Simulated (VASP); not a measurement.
Input of a VASP 6.6.1 run:

File INCAR:

```
PREC = Accurate
ENCUT = 600
EDIFF = 1E-6
ISMEAR = 0
SIGMA = 0.03
LREAL = F
LASPH = T
NELM = 80
ALGO = Normal
ISIF = 3
LWAVE = F
LCHARG = F
IBRION = 2
NSW = 90
EDIFFG = -0.01
KPAR = 2
```

Contents of KPOINTS:

```
regular mesh
0
Gamma
  7 7 7
```

Contents of POSCAR:

```
Ga2O3
1.0
    2.4997250000      1.4432169017      4.5003166667
   -2.4997250000      1.4432169017      4.5003166667
    0.0000000000     -2.8864338033      4.5003166667
Ga O
4 6
Direct
    0.3559600000      0.3559600000      0.3559600000
    0.1440400000      0.1440400000      0.1440400000
    0.6440400000      0.6440400000      0.6440400000
    0.8559600000      0.8559600000      0.8559600000
    0.5526000000      0.9474000000      0.2500000000
    0.2500000000      0.5526000000      0.9474000000
    0.9474000000      0.2500000000      0.5526000000
    0.4474000000      0.0526000000      0.7500000000
    0.7500000000      0.4474000000      0.0526000000
    0.0526000000      0.7500000000      0.4474000000
```

Potentials or basis: VASP PAW LDA potentials, release 64 (Ga_d, O).

Launch:

```sh
$ cat potpaw_LDA.64/Ga_d/POTCAR potpaw_LDA.64/O/POTCAR > POTCAR
$ mpirun -np 2 vasp_std > vasp.out
```

(1) Predict the band gap on the k mesh.

(2) Estimate the relaxed volume.

## Answers

(1) 3.00 eV, indirect (least direct gap 3.27 eV).

(2) 9.47 Å³/atom.

Caveat: an odd mesh through Γ misses points on the zone boundary, where band edges often lie.
